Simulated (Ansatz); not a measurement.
# Sc: input and output of an SCF run

System: Sc, an experimental structure (space group Fm-3m); the cell holds 1 atom. Source: COD entry 1534875; the sample's temperature and pressure aren't taken into account, and it need not be the stable phase.

Method: DFT, PBE, PAW, plane waves, scalar-relativistic (Ansatz).

The input:

```yaml
crystal:
  lattice:
    - [0.0, 2.26, 2.26]
    - [2.26, 0.0, 2.26]
    - [2.26, 2.26, 0.0]
  atoms:
    - { symbol: Sc, position: [0.0, 0.0, 0.0] }
hamiltonian:
  xc: pbe
  pseudopotentials: { kind: paw }
basis:
  ecutwfc: 420
kpoints:
  mp_grid: { grid: [9, 9, 9] }
scf:
  occupations: { method: fermi_dirac, width: 0.05 }
  lower_state_search: "off"
  max_iter: 50
output:
  forces: true
  stress: true
```

Launched as:
```sh
ansatz run input.yaml --threads 2 --pin off --max-ram 5120MiB --backend cpu --events-out ev --progress --plain --runs-dir out
```

Output (shortened):

```
Pseudopotentials: kind: paw
Pseudopotential: Sc, paw, valence charge 11, recommended cutoff 420 eV (normal), Sc.paw.azcp
Functional definition: PBE
Crystal: 1 atoms, lattice volume = 23.086 Å³
Basis set: ecut = 420 eV, 459 PW (Γ), exchange–correlation on 48×48×48 points (8 copies of the dense FFT grid, shifted against one another)
Bands: 10, of which v1, the nominal top of the filled ones, is band 6 counted from 1 (5 counted from 0)
Symmetry: 48 space group operations
Space group: Fm-3m (ITA 225), of the structure as read, at distance tolerance 2.8e-5 Å
k-points: 35 of 729
Non-local potential: Sc, projectors of the file, l = 0: 3, l = 1: 2, l = 2: 3, l = 3: 1
Initial density: superposition of atomic densities (neutral atoms: chi_scale 0, normalization atom), corrected by the library's trained network
Initial wavefunctions: pseudopotential atomic-orbital guess
Functional: x = pbe(κ = 0.804, μ = 0.2195149727645171), c = pbe(β = 0.06672455060314922)
SCF iter   1: F=—  HF=-2135.755213 eV  |F-HF|=—  |Δ(HF+E_count)|=         —  Δρ=8.11e-4  dr2=5.85e-5  ethr=1.77e-3  ⟨swp⟩=4.1  Hψ=1811  notcnv=0
preconditioner: auto → none  [insulator: Δε(μ)=0.170 eV  Ē_g=4.103 eV  σ=0.050 eV  W_gap=0.59  n_scr=8 (ndim 8)  ℏωp=13.4 eV  f_vac=0.000  D(μ)=1.27/eV (n_scr^D=14)  ε∞_Penn≈11.6]
SCF iter   2: F=—  HF=-2135.754968 eV  |F-HF|=—  |Δ(HF+E_count)|=   2.46e-4  Δρ=4.28e-4  dr2=1.40e-5  ethr=5.32e-7  ⟨swp⟩=2.0  Hψ=776  notcnv=0
SCF iter   3: F=—  HF=-2135.754985 eV  |F-HF|=—  |Δ(HF+E_count)|=   1.68e-5  Δρ=1.67e-4  dr2=3.61e-6  ethr=1.28e-7  ⟨swp⟩=2.0  Hψ=512  notcnv=0
SCF iter   4: F=—  HF=-2135.754987 eV  |F-HF|=—  |Δ(HF+E_count)|=   2.23e-6  Δρ=4.17e-5  dr2=3.12e-7  ethr=3.28e-8  ⟨swp⟩=2.0  Hψ=400  notcnv=0
iter 5 did not close the SCF: its close was put off for the readings that it lacked (scf_convergence_deferred on its scf_iter line)
SCF iter   5: F=-2135.754987 eV  HF=-2135.754987 eV  |F-HF|=1.17e-9  |Δ(HF+E_count)|=   4.02e-8  Δρ=4.08e-6  dr2=2.43e-9  ethr=2.84e-9  ⟨swp⟩=3.0  Hψ=561  notcnv=0
SCF iter   6: F=-2135.754987 eV  HF=-2135.754987 eV  |F-HF|=1.50e-11  |Δ(HF+E_count)|=   1.39e-9  Δρ=3.14e-7  dr2=2.30e-11  ethr=2.21e-11  ⟨swp⟩=1.1  Hψ=903  notcnv=0
SCF 1 converged in 6 iterations: F = -2135.754987 eV  dr2 = 2.30e-11
  greatest PAW one-centre occupation: 0.998 electrons in one spin orbital (limit 2), on the Sc atom at site 0 (counted from 0), in its partial waves of l = 0
SCF converged after 6 iterations
Free energy (F): -2135.754987 eV
Harris-Foulkes:  -2135.754987 eV  (|F-HF|=1.50e-11)
Internal energy: -2135.743425 eV  (E = F + TS)
E sigma→0 (E₀):  -2135.749206 eV
Entropy (-TS):   -0.011562 eV (-11.562 meV/atom)
Fermi energy:    10.114816 eV
--- Per-component energies (eV) ---
  E_band       = -158.551935
  E_kinetic    = 261.572253
  E_local      = -816.305843  (includes V_loc(G=0)·N_el)
  E_nonlocal   = 83.766217
  E_hartree    = 279.065562
  E_xc         = -104.435477
  E_vxc        = -129.300836  (∫ρ·V_xc dr)
  E_paw        = -955.726167  (= ΣΔE_a)
  E_vpaw       = -116.414712  (= ΣTr[D̂ρ^β])
  E_aug_tail   = 0.000008  (compensation charges beyond the density's cutoff)
  E_ewald      = -883.679978
  E_smearing   = -0.011562  (= −TS)
  E_closure    = 0.000000  (closes the sum)
  Σ components = -2135.754987   (vs F -2135.754987, Δ=0.00e0)
--- Forces (eV/Å), atoms counted from 1 ---
  atom   1  Sc    -0.00000000     0.00000000    -0.00000000
  max |Σ_I F_I| component: 6.57e-32 eV/Å
--- Stress (GPa, compression-positive) ---
        3.708116      -0.000000       0.000000
        0.000000       3.708116      -0.000000
        0.000000      -0.000000       3.708116
  P = ⅓ Tr σ = 3.7081 GPa (37.081 kbar)
```

The run took 0.45 s on 2 threads of Arm Neoverse V1 (shared host), peak memory 0.26 GiB.
